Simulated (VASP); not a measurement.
# GaN (F-43m) in VASP: band structure with r2SCAN

Aim: the band structure of GaN with r2SCAN.

Everything below comes from runs of VASP 6.6.1. Logs are shortened: lines on timing, memory, paths and dates and some standing lists are left out, and cuts for length are marked.

**Measured values to compare with.**

From a printed reference work, textbook, for a bulk crystal of GaN at 0 K: band gap 3.299 eV (direct).

The runs below are set against these values where they give the same quantity.

## (1) The structure

Symmetry: F-43m, No. 216, cubic system. Conventional cell: a = 4.506 Å, b = 4.506 Å, c = 4.506 Å, α = 90.00°, β = 90.00°, γ = 90.00°. Ga (site symmetry -43m) has 4 N at 1.95 Å as nearest neighbours. Around N (site symmetry -43m) lie 4 Ga at 1.95 Å.

The cell is a database's computed one.

## (2) Band structure, r2SCAN

Input file INCAR:

```
SYSTEM = GaN
ALGO = Normal
EDIFF = 1E-7
ENCUT = 520
ISIF = 2
ISMEAR = 0
LASPH = .True.
LCHARG = .False.
LMIXTAU = .True.
LREAL = .False.
LWAVE = .False.
METAGGA = R2SCAN
NBANDS = 16
NELM = 60
PREC = Accurate
SIGMA = 0.02
```

Input file KPOINTS:

```
k-points
0
Gamma
  12 12 12
  0 0 0
```

Input file POSCAR:

```
GaN                                     
1.0
    0.0000000000      2.2531340041      2.2531340041
    2.2531340041      0.0000000000      2.2531340041
    2.2531340041      2.2531340041      0.0000000000
  Ga              N             
     1     1
Direct
     0.0000000000000000    0.0000000000000000    0.0000000000000000
     0.7500000000000000    0.7500000000000000    0.7500000000000000
```

Input file KPOINTS_OPT:

```
path GXWKGLUWLK,UX
10
line-mode
reciprocal
 0.0000000000  0.0000000000  0.0000000000  G
 0.5000000000  0.0000000000  0.5000000000  X

 0.5000000000  0.0000000000  0.5000000000  X
 0.5000000000  0.2500000000  0.7500000000  W

 0.5000000000  0.2500000000  0.7500000000  W
 0.3750000000  0.3750000000  0.7500000000  K

 0.3750000000  0.3750000000  0.7500000000  K
 0.0000000000  0.0000000000  0.0000000000  G

 0.0000000000  0.0000000000  0.0000000000  G
 0.5000000000  0.5000000000  0.5000000000  L

 0.5000000000  0.5000000000  0.5000000000  L
 0.6250000000  0.2500000000  0.6250000000  U

 0.6250000000  0.2500000000  0.6250000000  U
 0.5000000000  0.2500000000  0.7500000000  W

 0.5000000000  0.2500000000  0.7500000000  W
 0.5000000000  0.5000000000  0.5000000000  L

 0.5000000000  0.5000000000  0.5000000000  L
 0.3750000000  0.3750000000  0.7500000000  K

 0.6250000000  0.2500000000  0.6250000000  U
 0.5000000000  0.0000000000  0.5000000000  X
```

Potentials or basis: VASP PAW PBE potentials, release 64 (Ga_d, N).

Command:

```
cat potpaw_PBE.64/Ga_d/POTCAR potpaw_PBE.64/N/POTCAR > POTCAR
mpirun -np 1 vasp_std > vasp.out
```

OUTCAR:

```text
SYSTEM = GaN
   EDIFF = 1E-7
   ENCUT = 520
   ISIF = 2
   ISMEAR = 0
   LASPH = .True.
   LREAL = .False.
   METAGGA = R2SCAN
   NELM = 60
   PREC = Accurate

 ion  position               nearest neighbor table
   1  0.000  0.000  0.000-   2 1.95   2 1.95   2 1.95   2 1.95
   2  0.750  0.750  0.750-   1 1.95   1 1.95   1 1.95   1 1.95

  LATTYP: Found a face centered cubic cell.
 ALAT       =     4.5062680082

  Lattice vectors:

 A1 = (   0.0000000000,   2.2531340041,   2.2531340041)
 A2 = (   2.2531340041,   0.0000000000,   2.2531340041)
 A3 = (   2.2531340041,   2.2531340041,   0.0000000000)

Analysis of symmetry for initial positions (statically):
=====================================================================
 Subroutine PRICEL returns:
 Original cell was already a primitive cell.

 Routine SETGRP: Setting up the symmetry group for a
 face centered cubic supercell.

 Subroutine GETGRP returns: Found 24 space group operations
 (whereof 24 operations were pure point group operations)
 out of a pool of 48 trial point group operations.

The static configuration has the point symmetry T_d .

Analysis of symmetry for dynamics (positions and initial velocities):
=====================================================================
 Subroutine PRICEL returns:
 Original cell was already a primitive cell.

 Routine SETGRP: Setting up the symmetry group for a
 face centered cubic supercell.

 Subroutine GETGRP returns: Found 24 space group operations
 (whereof 24 operations were pure point group operations)
 out of a pool of 48 trial point group operations.

The dynamic configuration has the point symmetry T_d .

 Subroutine INISYM returns: Found 24 space group operations
 (whereof 24 operations are pure point group operations),
 and found     1 'primitive' translations

----------------------------------------------------------------------------------------

                                     Primitive cell

  volume of cell :      22.8766

  direct lattice vectors                    reciprocal lattice vectors
     0.000000000  2.253134004  2.253134004    -0.221913121  0.221913121  0.221913121
     2.253134004  0.000000000  2.253134004     0.221913121 -0.221913121  0.221913121
     2.253134004  2.253134004  0.000000000     0.221913121  0.221913121 -0.221913121

  length of vectors
     3.186412666  3.186412666  3.186412666     0.384364801  0.384364801  0.384364801

  position of ions in fractional coordinates (direct lattice)
     0.000000000  0.000000000  0.000000000
     0.750000000  0.750000000  0.750000000

  ion indices of the primitive-cell ions
   primitive index   ion index
                 1           1
                 2           2

----------------------------------------------------------------------------------------

 KPOINTS: k-points

Automatic generation of k-mesh.
 Grid dimensions read from file:
 generate k-points for:   12   12   12

 Generating k-lattice:

  Cartesian coordinates                     Fractional coordinates (reciprocal lattice)
    -0.018492760  0.018492760  0.018492760     0.083333333  0.000000000  0.000000000
     0.018492760 -0.018492760  0.018492760     0.000000000  0.083333333  0.000000000
     0.018492760  0.018492760 -0.018492760     0.000000000  0.000000000  0.083333333

  Length of vectors
     0.032030400  0.032030400  0.032030400

  Shift w.r.t. Gamma in fractional coordinates (k-lattice)
     0.000000000  0.000000000  0.000000000

 Subroutine IBZKPT returns following result:
 ===========================================

 Found     72 irreducible k-points:

 Following reciprocal coordinates:
            Coordinates               Weight
  0.000000  0.000000  0.000000      1.000000
  0.083333  0.000000  0.000000      8.000000
  0.166667  0.000000  0.000000      8.000000
  0.250000  0.000000  0.000000      8.000000
  0.333333  0.000000  0.000000      8.000000
  0.416667  0.000000  0.000000      8.000000
[... 16 lines left out ...]
  0.500000  0.166667  0.000000     24.000000
 -0.416667  0.166667  0.000000     24.000000
 [... further k-points ...]
   k-points           NKPTS =     72   k-points in BZ     NKDIM =     72   number of bands    NBANDS=     16
   number of dos      NEDOS =    301   number of ions     NIONS =      2
   total plane-waves  NPLWV =  13824
   dimension x,y,z NGX =    24 NGY =   24 NGZ =   24
   dimension x,y,z NGXF=    48 NGYF=   48 NGZF=   48
   ions per type =               1   1
   NGX,Y,Z   is equivalent  to a cutoff of  12.52, 12.52, 12.52 a.u.
   NGXF,Y,Z  is equivalent  to a cutoff of  25.04, 25.04, 25.04 a.u.
 SYSTEM =  GaN
   PREC   = accura    normal or accurate (medium, high low for compatibility)
   ISTART =      0    job   : 0-new  1-cont  2-samecut
   ICHARG =      2    charge: 1-file 2-atom 10-const
   ISPIN  =      1    spin polarized calculation?
   LNONCOLLINEAR =      F non collinear calculations
   LSORBIT =      F    spin-orbit coupling
   LASPH  =      T    aspherical Exc in radial PAW
   ENCUT  =  520.0 eV  38.22 Ry    6.18 a.u.   5.92  5.92  5.92*2*pi/ulx,y,z
   NELM   =     60;   NELMIN=  2; NELMDL= -5     # of ELM steps
   EDIFF  = 0.1E-06   stopping-criterion for ELM
   LREAL  =      F    real-space projection
   EDIFFG = 0.1E-05   stopping-criterion for IOM
   NSW    =      0    number of steps for IOM
   IBRION =     -1    ionic relax: 0-MD 1-quasi-New 2-CG
   NFREE  =      0    steps in history (QN), initial steepest desc. (CG)
   ISIF   =      2    stress and relaxation
   ISYM   =      2    0-nonsym 1-usesym 2-fastsym
   POTIM  = 0.5000    time-step for ionic-motion
   TEBEG  =    0.0;   TEEND  =   0.0 temperature during run
   PSTRESS=    0.0 pullay stress
   NELECT =      18.0000    total number of electrons
   NUPDOWN=      -1.0000    fix difference up-down
   EMIN   =  10.00;   EMAX   =-10.00  energy-range for DOS
   EFERMI =   0.00;   METHOD = LEGACY
   ISMEAR =     0;   SIGMA  =   0.02  broadening in eV -4-tet -1-fermi 0-gaus
   EFERMI_NEDOS =   21; number of points for ismear=-14 and -15
   IALGO  =     38    algorithm
   IMIX   =      4    mixing-type and parameters
     AMIX     =   0.40;   BMIX     =  1.00
     AMIX_MAG =   1.60;   BMIX_MAG =  1.00
  volume/ion in A,a.u.               =      11.44        77.19
  Fermi-wavevector in a.u.,A,eV,Ry     =   1.511363  2.856061 31.078654  2.284217
  Thomas-Fermi vector in A             =   2.621430
   LORBIT       =      0    0 simple, 1 ext, 2 COOP (PROOUT), +10 PAW based schemes
   METAGGA = R2SCAN    functional components
   LHFCALC =     F    Hartree Fock is set to
   AEXX    =    0.0000 exact exchange contribution
   IVDW    =     0    specifies the selected vdW correction
   LEPSILON=     F    determine dielectric tensor
   LRPA    =     F    only Hartree local field effects (RPA)
 non-spin polarized calculation
 Gauss-broadening in eV      SIGMA  =   0.02
  energy-cutoff  :      520.00
  volume of cell :       22.88
 maximum number of plane-waves:       636
   NGX = 11   NGY = 11   NGZ = 11

 number of electron      18.0000004 magnetization

 Free energy of the ion-electron system (eV)
  ---------------------------------------------------
  ext. energy  EPLUGINS =         0.00000000
  ---------------------------------------------------
  free energy    TOTEN  =       -21.89694662 eV

  energy without entropy =      -21.89694662  energy(sigma->0) =      -21.89694662

 E-fermi :   5.1983     XC(G=0): -12.6377

 val. band max:        5.0216198839   @ k =   0.0000   0.0000   0.0000
 cond. band min:       7.1442632087   @ k =   0.0000   0.0000   0.0000
 fundamental gap:      2.1226433248
 Fermi energy:         5.1982757336

 k-point     1 :       0.0000    0.0000    0.0000
  band No.  band energies     occupation
      1     -11.7131      2.00000
      2      -8.8092      2.00000
      3      -8.8092      2.00000
      4      -8.8092      2.00000
      5      -8.4581      2.00000
      6      -8.4581      2.00000
[... 8 lines left out ...]
     15      24.7514      0.00000
     16      24.7515      0.00000

 k-point     2 :       0.0833    0.0000    0.0000
  band No.  band energies     occupation
      1     -11.6353      2.00000
      2      -8.7991      2.00000
      3      -8.7991      2.00000
      4      -8.7818      2.00000
      5      -8.4591      2.00000
      6      -8.4590      2.00000
[... 8 lines left out ...]
     15      23.5718      0.00000
     16      23.6008      0.00000

 k-point     3 :       0.1667    0.0000    0.0000
  band No.  band energies     occupation
      1     -11.4257      2.00000
      2      -8.7736      2.00000
      3      -8.7735      2.00000
      4      -8.6799      2.00000
      5      -8.4594      2.00000
      6      -8.4594      2.00000
[... 8 lines left out ...]
     15      22.6691      0.00000
     16      22.6691      0.00000

 k-point     4 :       0.2500    0.0000    0.0000
  band No.  band energies     occupation
      1     -11.1545      2.00000
      2      -8.7444      2.00000
      3      -8.7444      2.00000
      4      -8.4534      2.00000
      5      -8.4534      2.00000
      6      -8.4502      2.00000
[... 8 lines left out ...]
     15      22.6550      0.00000
     16      22.6550      0.00000

 k-point     5 :       0.3333    0.0000    0.0000
  band No.  band energies     occupation
      1     -10.9174      2.00000
      2      -8.7237      2.00000
      3      -8.7237      2.00000
      4      -8.4382      2.00000
      5      -8.4381      2.00000
      6      -8.0515      2.00000
[... 8 lines left out ...]
     15      23.5407      0.00000
     16      23.5407      0.00000

 k-point     6 :       0.4167    0.0000    0.0000
  band No.  band energies     occupation
      1     -10.7748      2.00000
      2      -8.7144      2.00000
      3      -8.7144      2.00000
      4      -8.4206      2.00000
      5      -8.4205      2.00000
      6      -7.5733      2.00000
[... 8 lines left out ...]
     15      24.9085      0.00000
     16      24.9086      0.00000
[... 267 lines left out ...]
 k-point    21 :       0.3333    0.1667    0.0000
  band No.  band energies     occupation
      1     -10.9146      2.00000
      2      -8.7044      2.00000
      3      -8.6733      2.00000
      4      -8.5478      2.00000
      5      -8.4174      2.00000
      6      -8.1387      2.00000
[... 8 lines left out ...]
     15      25.4195      0.00000
     16      25.9185      0.00000

 k-point    22 :       0.4167    0.1667    0.0000
  band No.  band energies     occupation
      1     -10.7522      2.00000
      2      -8.6992      2.00000
      3      -8.6582      2.00000
      4      -8.5143      2.00000
      5      -8.4079      2.00000
      6      -7.6871      2.00000
[... 8 lines left out ...]
     15      25.2390      0.00000
     16      26.5243      0.00000

 k-point    23 :       0.5000    0.1667    0.0000
  band No.  band energies     occupation
      1     -10.6696      2.00000
      2      -8.7001      2.00000
      3      -8.6549      2.00000
      4      -8.4807      2.00000
      5      -8.4095      2.00000
      6      -7.2590      2.00000
[... 8 lines left out ...]
     15      25.3500      0.00000
     16      26.4079      0.00000

 k-point    24 :      -0.4167    0.1667    0.0000
  band No.  band energies     occupation
      1     -10.6605      2.00000
      2      -8.7014      2.00000
      3      -8.6591      2.00000
      4      -8.4576      2.00000
      5      -8.4273      2.00000
      6      -7.1741      2.00000
[... 8 lines left out ...]
     15      24.7846      0.00000
     16      25.4969      0.00000

 [... further k-points ...]
[... 5 lines left out ...]
  --------------------------------------------------------------------------------------
  -------------------------------------------------------------------------------------
  Total        0.0005095      0.0005095      0.0005095      0.0000000      0.0000000      0.0000000
  in kB        0.0356804      0.0356804      0.0356804      0.0000000      0.0000000      0.0000000
  external PRESSURE =       0.0356804 kB  Pullay stress =       0.0000000 kB

 VOLUME and BASIS-vectors are now :
 -----------------------------------------------------------------------------
  energy-cutoff  :      520.00
  volume of cell :       22.88
      direct lattice vectors                 reciprocal lattice vectors
     0.000000000  2.253134004  2.253134004    -0.221913121  0.221913121  0.221913121
     2.253134004  0.000000000  2.253134004     0.221913121 -0.221913121  0.221913121
     2.253134004  2.253134004  0.000000000     0.221913121  0.221913121 -0.221913121

 POSITION                                       TOTAL-FORCE (eV/Angst)
 -----------------------------------------------------------------------------------
      0.00000      0.00000      0.00000        -0.000000     -0.000000     -0.000000
      3.37970      3.37970      3.37970         0.000000      0.000000      0.000000
 -----------------------------------------------------------------------------------
    total drift:                               -0.000009     -0.000009     -0.000009

  FREE ENERGIE OF THE ION-ELECTRON SYSTEM (eV)
  ---------------------------------------------------
  free  energy   TOTEN  =       -21.8969466203 eV

  energy  without entropy=      -21.8969466203  energy(sigma->0) =      -21.89694662
```

Wall time 1.8 min (1 thread of Intel Xeon Platinum 8488C (Sapphire Rapids), shared host); peak memory 0.17 GiB.

Results:

```yaml
Free_energy: -21.8969 eV
Pressure: 0.0 GPa
Band_gap_on_the_k_mesh: 2.12 eV, direct
Band_gap_along_the_path: 2.12 eV, direct
```

Levels at the corners of the path, in eV from the valence-band top:
| point | band 5 | band 6 | band 7 | band 8 | band 9 | band 10 | band 11 | band 12 | band 13 | band 14 |
| --- | --- | --- | --- | --- | --- | --- | --- | --- | --- | --- |
| Γ | -13.48 | -13.48 | 0.00 | 0.00 | 0.00 | 2.12 | 11.01 | 11.01 | 11.01 | 18.56 |
| X | -13.40 | -11.97 | -6.22 | -2.78 | -2.78 | 3.77 | 7.24 | 12.58 | 14.95 | 14.95 |
| X | -13.40 | -11.97 | -6.22 | -2.78 | -2.78 | 3.77 | 7.24 | 12.58 | 14.95 | 14.95 |
| W | -13.47 | -11.69 | -5.77 | -3.79 | -3.70 | 6.73 | 9.11 | 10.95 | 11.88 | 16.22 |
| W | -13.47 | -11.69 | -5.77 | -3.79 | -3.70 | 6.73 | 9.11 | 10.95 | 11.88 | 16.22 |
| K | -13.44 | -11.81 | -5.95 | -4.34 | -2.24 | 5.47 | 8.53 | 11.90 | 13.68 | 14.42 |
| K | -13.44 | -11.81 | -5.95 | -4.34 | -2.24 | 5.47 | 8.53 | 11.90 | 13.68 | 14.42 |
| Γ | -13.48 | -13.48 | 0.00 | 0.00 | 0.00 | 2.12 | 11.01 | 11.01 | 11.01 | 18.56 |
| Γ | -13.48 | -13.48 | 0.00 | 0.00 | 0.00 | 2.12 | 11.01 | 11.01 | 11.01 | 18.56 |
| L | -13.43 | -12.35 | -7.16 | -1.00 | -1.00 | 5.17 | 9.44 | 11.00 | 11.00 | 16.50 |
| L | -13.43 | -12.35 | -7.16 | -1.00 | -1.00 | 5.17 | 9.44 | 11.00 | 11.00 | 16.50 |
| U | -13.44 | -11.81 | -5.95 | -4.34 | -2.24 | 5.47 | 8.53 | 11.90 | 13.68 | 14.42 |
| U | -13.44 | -11.81 | -5.95 | -4.34 | -2.24 | 5.47 | 8.53 | 11.90 | 13.68 | 14.42 |
| W | -13.47 | -11.69 | -5.77 | -3.79 | -3.70 | 6.73 | 9.11 | 10.95 | 11.88 | 16.22 |
| W | -13.47 | -11.69 | -5.77 | -3.79 | -3.70 | 6.73 | 9.11 | 10.95 | 11.88 | 16.22 |
| L | -13.43 | -12.35 | -7.16 | -1.00 | -1.00 | 5.17 | 9.44 | 11.00 | 11.00 | 16.50 |
| L | -13.43 | -12.35 | -7.16 | -1.00 | -1.00 | 5.17 | 9.44 | 11.00 | 11.00 | 16.50 |
| K | -13.44 | -11.81 | -5.95 | -4.34 | -2.24 | 5.47 | 8.53 | 11.90 | 13.68 | 14.42 |
| U | -13.44 | -11.81 | -5.95 | -4.34 | -2.24 | 5.47 | 8.53 | 11.90 | 13.68 | 14.42 |
| X | -13.40 | -11.97 | -6.22 | -2.78 | -2.78 | 3.77 | 7.24 | 12.58 | 14.95 | 14.95 |

Caveat: the PAW data sets were made with another functional, which shifts forces and pressure a little.

## (3) Comparison with measurements

Step 2. Measured gap of GaN: 3.299 eV (direct; 0 K; a printed reference work, textbook). This calculation gives 2.12 eV (-1.18 eV). Spin-orbit coupling on Ga is left out. The value is that of r2SCAN, without temperature or zero-point motion. The cell is a database's relaxed one, not the measured one, which moves gaps too.
